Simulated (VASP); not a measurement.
# Tm (Fm-3m) in VASP: notebook, part 2 of 2

VASP 6.6.1. The steps go on from the part before.

## Step 4: Single point, PBEsol, collinear spin, ferromagnetic start

File INCAR:

```
ADDGRID = False
ALGO = Normal
EDIFF = 1E-6
ENCUT = 900
GGA = PS
ISIF = 2
ISMEAR = 1
ISPIN = 2
LASPH = True
LCHARG = False
LMAXMIX = 6
LORBIT = 11
LREAL = False
LWAVE = False
MAGMOM = 2
NBANDS = 22
NELM = 100
PREC = Accurate
SIGMA = 0.2
```

File KPOINTS:

```
k-points
0
Gamma
  7 7 7
```

File POSCAR:

```
Tm
1.0
    0.0000000000      2.4680255249      2.4680255249
    2.4680255249      0.0000000000      2.4680255249
    2.4680255249      2.4680255249      0.0000000000
Tm
1
Direct
    0.0000000000      0.0000000000      0.0000000000
```

Potentials or basis: VASP PAW PBE potentials, release 64 (Tm).

Launch:

```
$ cat potpaw_PBE.64/Tm/POTCAR > POTCAR
$ mpirun -np 1 vasp_std > vasp.out
```

OUTCAR:

```text
EDIFF = 1E-6
   ENCUT = 900
   GGA = PS
   ISIF = 2
   ISMEAR = 1
   ISPIN = 2
   LASPH = True
   LORBIT = 11
   LREAL = False
   NELM = 100
   PREC = Accurate

 Found     20 irreducible k-points:

 Following reciprocal coordinates:
            Coordinates               Weight
  0.000000  0.000000  0.000000      1.000000
  0.142857  0.000000  0.000000      8.000000
  0.285714  0.000000  0.000000      8.000000
  0.428571  0.000000  0.000000      8.000000
  0.142857  0.142857  0.000000      6.000000
  0.285714  0.142857  0.000000     24.000000
   k-points           NKPTS =     20   k-points in BZ     NKDIM =     20   number of bands    NBANDS=     22
   number of dos      NEDOS =    301   number of ions     NIONS =      1
   total plane-waves  NPLWV =  46656
   dimension x,y,z NGX =    36 NGY =   36 NGZ =   36
   dimension x,y,z NGXF=    72 NGYF=   72 NGZF=   72
   ions per type =               1
   NGX,Y,Z   is equivalent  to a cutoff of  17.15, 17.15, 17.15 a.u.
   NGXF,Y,Z  is equivalent  to a cutoff of  34.29, 34.29, 34.29 a.u.
 SYSTEM =  unknown system
   PREC   = accura    normal or accurate (medium, high low for compatibility)
   ISTART =      0    job   : 0-new  1-cont  2-samecut
   ICHARG =      2    charge: 1-file 2-atom 10-const
   ISPIN  =      2    spin polarized calculation?
   LNONCOLLINEAR =      F non collinear calculations
   LSORBIT =      F    spin-orbit coupling
   LASPH  =      T    aspherical Exc in radial PAW
   ENCUT  =  900.0 eV  66.15 Ry    8.13 a.u.   8.54  8.54  8.54*2*pi/ulx,y,z
   NELM   =    100;   NELMIN=  2; NELMDL= -5     # of ELM steps
   EDIFF  = 0.1E-05   stopping-criterion for ELM
   LREAL  =      F    real-space projection
   EDIFFG = 0.1E-04   stopping-criterion for IOM
   NSW    =      0    number of steps for IOM
   IBRION =     -1    ionic relax: 0-MD 1-quasi-New 2-CG
   NFREE  =      0    steps in history (QN), initial steepest desc. (CG)
   ISIF   =      2    stress and relaxation
   ISYM   =      2    0-nonsym 1-usesym 2-fastsym
   POTIM  = 0.5000    time-step for ionic-motion
   TEBEG  =    0.0;   TEEND  =   0.0 temperature during run
   PSTRESS=    0.0 pullay stress
   NELECT =      23.0000    total number of electrons
   NUPDOWN=      -1.0000    fix difference up-down
   EMIN   =  10.00;   EMAX   =-10.00  energy-range for DOS
   EFERMI =   0.00;   METHOD = LEGACY
   ISMEAR =     1;   SIGMA  =   0.20  broadening in eV -4-tet -1-fermi 0-gaus
   EFERMI_NEDOS =   21; number of points for ismear=-14 and -15
   IALGO  =     38    algorithm
   IMIX   =      4    mixing-type and parameters
     AMIX     =   0.40;   BMIX     =  1.00
     AMIX_MAG =   1.60;   BMIX_MAG =  1.00
  volume/ion in A,a.u.               =      30.07       202.90
  Fermi-wavevector in a.u.,A,eV,Ry     =   1.497239  2.829371 30.500515  2.241725
  Thomas-Fermi vector in A             =   2.609152
   LORBIT       =     11    0 simple, 1 ext, 2 COOP (PROOUT), +10 PAW based schemes
   GGA     = PS    functional components
   LHFCALC =     F    Hartree Fock is set to
   AEXX    =    0.0000 exact exchange contribution
   IVDW    =     0    specifies the selected vdW correction
   LEPSILON=     F    determine dielectric tensor
   LRPA    =     F    only Hartree local field effects (RPA)
 spin polarized calculation
 Methfessel and Paxton  Order N= 1 SIGMA  =   0.20
  energy-cutoff  :      900.00
  volume of cell :       30.07
 maximum number of plane-waves:      1868
 NGX is ok and might be reduce to    36
   NGX = 17   NGY = 17   NGZ = 17

 number of electron      23.0000003 magnetization       1.0594555

 Free energy of the ion-electron system (eV)
  ---------------------------------------------------
  ext. energy  EPLUGINS =         0.00000000
  ---------------------------------------------------
  free energy    TOTEN  =        -4.34243742 eV

  energy without entropy =       -4.32442291  energy(sigma->0) =       -4.33643258

 E-fermi :   2.1163     XC(G=0): -10.4211

 val. band max:        2.1159847111   @ k =  -0.2857   0.2857   0.0000
 cond. band min:       2.1278196117   @ k =  -0.4286   0.4286   0.1429
 fundamental gap:      0.0118349006
 Fermi energy:         2.1163248061

 spin component 1

 k-point     1 :       0.0000    0.0000    0.0000
  band No.  band energies     occupation
      1     -48.2117      1.00000
      2     -21.1201      1.00000
      3     -21.1201      1.00000
      4     -21.1201      1.00000
      5      -3.1304      1.00000
      6       0.5368      1.00000
[... 14 lines left out ...]
     21      15.9064      0.00000
     22      17.9883      0.00000

 k-point     2 :       0.1429    0.0000    0.0000
  band No.  band energies     occupation
      1     -48.2035      1.00000
      2     -21.2490      1.00000
      3     -21.1363      1.00000
      4     -21.1363      1.00000
      5      -2.5658      1.00000
      6       0.5486      1.00000
[... 14 lines left out ...]
     21      17.0671      0.00000
     22      20.2472      0.00000

 k-point     3 :       0.2857    0.0000    0.0000
  band No.  band energies     occupation
      1     -48.1849      1.00000
      2     -21.5266      1.00000
      3     -21.1724      1.00000
      4     -21.1724      1.00000
      5      -1.1676      1.00000
      6       0.5898      1.00000
[... 14 lines left out ...]
     21      19.2361      0.00000
     22      19.2361      0.00000

 k-point     4 :       0.4286    0.0000    0.0000
  band No.  band energies     occupation
      1     -48.1700      1.00000
      2     -21.7384      1.00000
      3     -21.2011      1.00000
      4     -21.2011      1.00000
      5       0.0728      1.00000
      6       0.6408      1.00000
[... 14 lines left out ...]
     21      16.6797      0.00000
     22      22.2873      0.00000

 k-point     5 :       0.1429    0.1429    0.0000
  band No.  band energies     occupation
      1     -48.2007      1.00000
      2     -21.2457      1.00000
      3     -21.1644      1.00000
      4     -21.1644      1.00000
      5      -2.3786      1.00000
      6       0.5524      1.00000
[... 14 lines left out ...]
     21      16.3615      0.00000
     22      21.7159      0.00000

 k-point     6 :       0.2857    0.1429    0.0000
  band No.  band energies     occupation
      1     -48.1856      1.00000
      2     -21.4503      1.00000
      3     -21.2078      1.00000
      4     -21.2012      1.00000
      5      -1.2400      1.00000
      6       0.5842      1.00000
[... 14 lines left out ...]
     21      17.3286      0.00000
     22      19.6354      0.00000

 [... further k-points ...]

 spin component 2

 k-point     1 :       0.0000    0.0000    0.0000
  band No.  band energies     occupation
      1     -47.6952      1.00000
      2     -20.7783      1.00000
      3     -20.7783      1.00000
      4     -20.7783      1.00000
      5      -3.3179      1.00000
      6       1.8940      1.03318
[... 14 lines left out ...]
     21      15.8239      0.00000
     22      17.7959      0.00000

 k-point     2 :       0.1429    0.0000    0.0000
  band No.  band energies     occupation
      1     -47.6865      1.00000
      2     -20.9154      1.00000
      3     -20.7954      1.00000
      4     -20.7954      1.00000
      5      -2.7468      1.00000
      6       1.8533      1.03434
[... 14 lines left out ...]
     21      16.9995      0.00000
     22      20.1055      0.00000

 k-point     3 :       0.2857    0.0000    0.0000
  band No.  band energies     occupation
      1     -47.6668      1.00000
      2     -21.2097      1.00000
      3     -20.8335      1.00000
      4     -20.8335      1.00000
      5      -1.3417      1.00000
      6       1.7837      1.02018
[... 14 lines left out ...]
     21      19.1855      0.00000
     22      19.1855      0.00000

 k-point     4 :       0.4286    0.0000    0.0000
  band No.  band energies     occupation
      1     -47.6509      1.00000
      2     -21.4334      1.00000
      3     -20.8637      1.00000
      4     -20.8637      1.00000
      5      -0.1152      1.00000
      6       1.7425      1.01192
[... 14 lines left out ...]
     21      16.5395      0.00000
     22      22.0401      0.00000

 k-point     5 :       0.1429    0.1429    0.0000
  band No.  band energies     occupation
      1     -47.6836      1.00000
      2     -20.9122      1.00000
      3     -20.8250      1.00000
      4     -20.8250      1.00000
      5      -2.5568      1.00000
      6       1.8552      1.03455
[... 14 lines left out ...]
     21      16.2999      0.00000
     22      21.5768      0.00000

 k-point     6 :       0.2857    0.1429    0.0000
  band No.  band energies     occupation
      1     -47.6675      1.00000
      2     -21.1290      1.00000
      3     -20.8708      1.00000
      4     -20.8641      1.00000
      5      -1.4075      1.00000
      6       1.7928      1.02225
[... 14 lines left out ...]
     21      17.1931      0.00000
     22      19.5768      0.00000

 [... further k-points ...]

------------------------ aborting loop because EDIFF is reached ----------------------------------------

  FORCE on cell =-STRESS in cart. coord.  units (eV):
  Direction    XX          YY          ZZ          XY          YZ          ZX
  --------------------------------------------------------------------------------------
  -------------------------------------------------------------------------------------
  Total        0.0847280      0.0847280      0.0847280     -0.0000000     -0.0000000     -0.0000000
  in kB        4.5150106      4.5150106      4.5150106     -0.0000000     -0.0000000     -0.0000000
  external PRESSURE =       4.5150106 kB  Pullay stress =       0.0000000 kB

 VOLUME and BASIS-vectors are now :
 -----------------------------------------------------------------------------
  energy-cutoff  :      900.00
  volume of cell :       30.07
      direct lattice vectors                 reciprocal lattice vectors
     0.000000000  2.468025525  2.468025525    -0.202591098  0.202591098  0.202591098
     2.468025525  0.000000000  2.468025525     0.202591098 -0.202591098  0.202591098
     2.468025525  2.468025525  0.000000000     0.202591098  0.202591098 -0.202591098

 POSITION                                       TOTAL-FORCE (eV/Angst)
 -----------------------------------------------------------------------------------
      0.00000      0.00000      0.00000         0.000000      0.000000     -0.000000
 -----------------------------------------------------------------------------------
    total drift:                               -0.000000     -0.000000      0.000000

  FREE ENERGIE OF THE ION-ELECTRON SYSTEM (eV)
  ---------------------------------------------------
  free  energy   TOTEN  =        -4.3424374160 eV

  energy  without entropy=       -4.3244229066  energy(sigma->0) =       -4.33643258

 total charge

# of ion       s       p       d       f       tot
--------------------------------------------------
    1        2.224   5.934   0.413  12.499  21.071

 magnetization (x)

# of ion       s       p       d       f       tot
--------------------------------------------------
    1        0.003  -0.033  -0.064   1.282   1.186
```

OSZICAR:

```text
N       E                     dE             d eps       ncg     rms          rms(c)
DAV:   1     0.160709817500E+03    0.16071E+03   -0.10507E+04  2444   0.991E+03
DAV:   2     0.197911661829E+02   -0.14092E+03   -0.13141E+03  2378   0.842E+02
[... 17 lines left out ...]
DAV:  20    -0.434256013659E+01   -0.23169E-03   -0.41638E-04  2870   0.552E-01    0.320E-01
DAV:  21    -0.434243100827E+01    0.12913E-03   -0.34525E-04  3050   0.409E-01    0.112E-01
DAV:  22    -0.434243273252E+01   -0.17242E-05   -0.14735E-05  2966   0.564E-02    0.498E-02
DAV:  23    -0.434243555804E+01   -0.28255E-05   -0.96150E-06  2264   0.610E-02    0.552E-02
DAV:  24    -0.434243764085E+01   -0.20828E-05   -0.54782E-06  2558   0.824E-02    0.208E-02
DAV:  25    -0.434243741604E+01    0.22481E-06   -0.88400E-07  1430   0.267E-02
   1 F= -.43424374E+01 E0= -.43364326E+01  d E =-.180145E-01  mag=     1.0592
```

Run time: 2.5 min. Hardware: 1 thread of Intel Xeon Platinum 8375C at 2.90GHz (Ice Lake), shared host; peak memory 0.28 GiB.

The run converged, but some of its settings lie outside the range that counts as converged, so its numbers aren't taken as properties of the crystal.

Results:

```
Free energy                                           : -4.3424 eV
Pressure                                              : 0.5 GPa
Band gap on the k mesh                                : none (metal or under the smearing width)
Net moment                                            : 1.06 μB per cell
Site moments                                          : Tm +1.19 μB
Valence electrons inside the program's atomic spheres : Tm 21.07
```

Caveat: the magnetic or orbital state may not be the lowest; the PAW data sets were made with another functional, which shifts forces and pressure a little; spin-orbit coupling is left out, which moves the levels of the heavy elements.

## Step 5: Single point, PBEsol, collinear spin, ferromagnetic start

INCAR, as its differences from that of step 4:

```diff
@@ -3,3 +3,3 @@
 EDIFF = 1E-6
-ENCUT = 900
+ENCUT = 450
 GGA = PS
```

File KPOINTS:

```
k-points
0
Gamma
  10 10 10
```

POSCAR is that of step 4.

Launch:

```
$ cat potpaw_PBE.64/Tm/POTCAR > POTCAR
$ mpirun -np 1 vasp_std > vasp.out
```

Run time: 91 s. Hardware: 1 thread of Intel Xeon Platinum 8375C at 2.90GHz (Ice Lake), shared host; peak memory 0.18 GiB.

The run converged, but some of its settings lie outside the range that counts as converged, so its numbers aren't taken as properties of the crystal.

What came out:

```yaml
Free_energy: -4.3296 eV
Pressure: 0.0 GPa
Band_gap_on_the_k_mesh: none (metal or under the smearing width)
Net_moment: 1.03 μB per cell
Site_moments: Tm +1.18 μB
Valence_electrons_inside_the_program's_atomic_spheres: Tm 21.07
```

Caveat: the magnetic or orbital state may not be the lowest; the PAW data sets were made with another functional, which shifts forces and pressure a little; spin-orbit coupling is left out, which moves the levels of the heavy elements.

## Step 6: For comparison

An earlier run on the cell as given: functional PBE; potentials or basis VASP PAW PBE potentials, release 64 (Tm); cutoff 520 eV; k mesh 9 × 9 × 9; occupations fermi-dirac, width 0.05 eV; collinear spin, ferromagnetic start; starting moments [2.0] μB.

- Pressure: 3.5 GPa
- Band gap on the k mesh: none (metal or under the smearing width)
- Net moment: 0.96 μB per cell
- Site moments: Tm +1.14 μB
- Valence electrons inside the program's atomic spheres: Tm 21.08
